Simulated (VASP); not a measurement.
# Settings for ZnO: surface energy

ZnO, slab, 16 atoms in the cell. R2SCAN; PAW potentials Zn, O (PBE set). VASP 6.6.1.

Wanted: surface energy, atoms not relaxed within 0.02 J/m²; face levels within 0.04 eV.

Crystal: ZnO, P6_3mc; Face: (1 0 0); Starting cell: bulk cell relaxed first with the same functional.

Face levels: vacuum level at each face, counted from the middle of the gap.

The series start from vacuum (Å): 12; k spacing (1/Å): 0.35; Smearing SIGMA (eV): 0.05; Cutoff ENCUT (eV): 525; SCF threshold EDIFF (eV): 1e-6; PREC: Accurate; LREAL: .FALSE.; ALGO: Normal; atomic planes: 6. Each series keeps the choices made before it, and each single choice may use up half of a tolerance. Times cover all steps of a run.

## Vacuum (Å)

| Vacuum (Å) | Surface energy, atoms not relaxed (J/m²) | Face levels, largest deviation (eV) | Time (s) |
|---|---|---|---|
| 5 | 1.436 | 0.051 | 122 |
| 7 | 1.455 | 0.007 | 163 |
| 9 | 1.456 | 0.007 | 229 |
| 12 (reference) | 1.456 | 0.000 | 415 |
| 15 | no result | no result | 766 |
| 20 | no result | no result | 936 |

Chosen: 7, the loosest value from which every tighter one stays within half of the tolerance (runs without a result left aside).

## k spacing (1/Å)

| k spacing (1/Å) | Surface energy, atoms not relaxed (J/m²) | Face levels, largest deviation (eV) | Time (s) |
|---|---|---|---|
| 0.8 | 1.466 | 0.051 | 63 |
| 0.6 | 1.458 | 0.021 | 82 |
| 0.45 | 1.456 | 0.013 | 74 |
| 0.35 | 1.455 | 0.005 | 163 |
| 0.25 | 1.454 | 0.002 | 175 |
| 0.2 (reference) | 1.454 | 0.000 | 261 |

Chosen: 0.45, the loosest value from which every tighter one stays within half of the tolerance.

## Smearing SIGMA (eV)

| Smearing SIGMA (eV) | Surface energy, atoms not relaxed (J/m²) | Face levels, largest deviation (eV) | Time (s) |
|---|---|---|---|
| 0.2 | 1.456 | 0.000 | 69 |
| 0.1 | 1.456 | 0.000 | 83 |
| 0.05 | 1.456 | 0.000 | 74 |
| 0.02 (reference) | 1.456 | 0.000 | 94 |

Chosen: 0.2.

## Cutoff ENCUT (eV)

| Cutoff ENCUT (eV) | Surface energy, atoms not relaxed (J/m²) | Face levels, largest deviation (eV) | Time (s) |
|---|---|---|---|
| 320 | 1.469 | 0.025 | 52 |
| 400 | 1.460 | 0.001 | 57 |
| 460 | 1.457 | 0.000 | 71 |
| 525 | 1.456 | 0.001 | 69 |
| 600 | 1.457 | 0.000 | 120 |
| 725 (reference) | 1.458 | 0.000 | 148 |

Chosen: 400.

## SCF threshold EDIFF (eV)

| SCF threshold EDIFF (eV) | Surface energy, atoms not relaxed (J/m²) | Face levels, largest deviation (eV) | Time (s) |
|---|---|---|---|
| 0.001 | 1.429 | 0.001 | 41 |
| 0.0001 | 1.461 | 0.000 | 51 |
| 1e-5 | 1.460 | 0.001 | 53 |
| 1e-6 | 1.460 | 0.000 | 57 |
| 1e-7 (reference) | 1.460 | 0.000 | 73 |

Chosen: 0.0001.

## PREC

| PREC | Surface energy, atoms not relaxed (J/m²) | Face levels, largest deviation (eV) | Time (s) |
|---|---|---|---|
| Accurate | 1.461 | 0.000 | 51 |
| Normal | 1.450 | 0.001 | 28 |

Chosen: Accurate; no other choice that stays within half of the tolerance saves 30 % of the time.

## LREAL

| LREAL | Surface energy, atoms not relaxed (J/m²) | Face levels, largest deviation (eV) | Time (s) |
|---|---|---|---|
| .FALSE. | 1.461 | 0.000 | 51 |
| Auto | 1.461 | 0.000 | 53 |

Chosen: .FALSE..

## ALGO

| ALGO | Surface energy, atoms not relaxed (J/m²) | Face levels, largest deviation (eV) | Time (s) |
|---|---|---|---|
| Normal | 1.461 | 0.000 | 51 |
| Fast | 1.460 | 0.007 | 48 |
| All | 1.460 | 0.000 | 40 |

Chosen: All; it saves 11.1 s of 51, so Normal would do nearly as well.

## Atomic planes

| Atomic planes | Surface energy, atoms not relaxed (J/m²) | Face levels, largest deviation (eV) | Time (s) |
|---|---|---|---|
| 4 | 1.433 | 0.066 | 32 |
| 6 | 1.460 | 0.022 | 40 |
| 8 | 1.461 | 0.006 | 49 |
| 10 | 1.460 | 0.000 | 69 |
| 12 (reference) | 1.460 | 0.000 | 84 |

Chosen: 8.

The choices weren't compared together with a run at all the tightest settings, so their joint error isn't shown.

## The input

INCAR.step1:
```
ALGO     = All            # electronic algorithm
EDIFF    = 1E-4           # SCF threshold, eV
ENCUT    = 400            # plane-wave cutoff, eV
ISEARCH  = 1            
ISMEAR   = 0              # smearing method
KPAR     = 8            
LASPH    = T              # aspherical terms in the spheres
LCHARG   = F              # write CHGCAR
LMIXTAU  = T            
LREAL    = F              # projectors in reciprocal space
LWAVE    = F              # write WAVECAR
METAGGA  = R2SCAN         # meta-GGA
NELM     = 120            # most SCF steps
PREC     = Accurate       # precision mode
SIGMA    = 0.2            # smearing width, eV
```

INCAR.step2, as INCAR.step1 but for:
```
- KPAR = 8
+ DIPOL = 0.5 0.5 0.5
+ IDIPOL = 3
+ LDIPOL = T
+ LVACPOTAV = T
+ LVHAR = T
```

KPOINTS.step1:
```
Automatic mesh
0
Gamma
  5 3 19
  0 0 0
```

KPOINTS.step2:
```
Automatic mesh
0
Gamma
  5 3 1
  0 0 0
```

POSCAR.step1:
```
ZnO
1.0
    3.2405074674      0.0000000000      0.0000000000
    0.0000000000      5.2182515782      0.0000000000
    1.6202537337      0.0000000000      2.8063617879
Zn O
2 2
Direct
    0.6666666700      0.0000000000      0.6666666700
    0.3333333300      0.5000000000      0.3333333300
    0.3333333300      0.8795466872      0.3333333300
    0.6666666700      0.3795466872      0.6666666700
```

POSCAR.step2:
```
ZnO
1.0
    3.2405074674      0.0000000000      0.0000000000
    0.0000000000      5.2182515782      0.0000000000
    0.0000000000      0.0000000000     16.3545393138
Zn O
8 8
Direct
    0.0000000050      0.0000000000      0.2712062910
    0.4999999950      0.5000000000      0.2140078625
    0.5000000050      0.0000000000      0.4428015732
    0.9999999950      0.5000000000      0.3856031447
    0.0000000050      0.0000000000      0.6143968553
    0.4999999950      0.5000000000      0.5571984268
    0.5000000050      0.0000000000      0.7859921375
    0.9999999950      0.5000000000      0.7287937090
    0.4999999950      0.8795466872      0.2140078625
    0.0000000050      0.3795466872      0.2712062910
    0.9999999950      0.8795466872      0.3856031447
    0.5000000050      0.3795466872      0.4428015732
    0.4999999950      0.8795466872      0.5571984268
    0.0000000050      0.3795466872      0.6143968553
    0.9999999950      0.8795466872      0.7287937090
    0.5000000050      0.3795466872      0.7859921375
```

Commands (each step's output is kept before the next begins):
```
cat potpaw_PBE.64/Zn/POTCAR potpaw_PBE.64/O/POTCAR > POTCAR
cp INCAR.step1 INCAR
cp KPOINTS.step1 KPOINTS
cp POSCAR.step1 POSCAR
mpirun -np 8 vasp_std > vasp.out
rm WAVECAR CHG
cp INCAR.step2 INCAR
cp KPOINTS.step2 KPOINTS
cp POSCAR.step2 POSCAR
mpirun -np 8 vasp_std > vasp.out
```

Limits: The face is cut as in the bulk; no reconstruction is tried; the program found no field-free region, so the vacuum level is rough; the atoms keep their starting positions, so the number serves for convergence, not as the relaxed result.

The chosen input took VASP 6.6.1 49 s on 8 cores (Intel Xeon 6975P-C (Granite Rapids)), a shared host.

## An input that fails: LDIPOL without a direction

It runs to its end, but against the unchanged starting input it is off by 11.846 J/m² in the surface energy, atoms not relaxed, 0.045 eV in the face levels.

Changes against the starting input:
```
(step 2)
- IDIPOL = 3
```
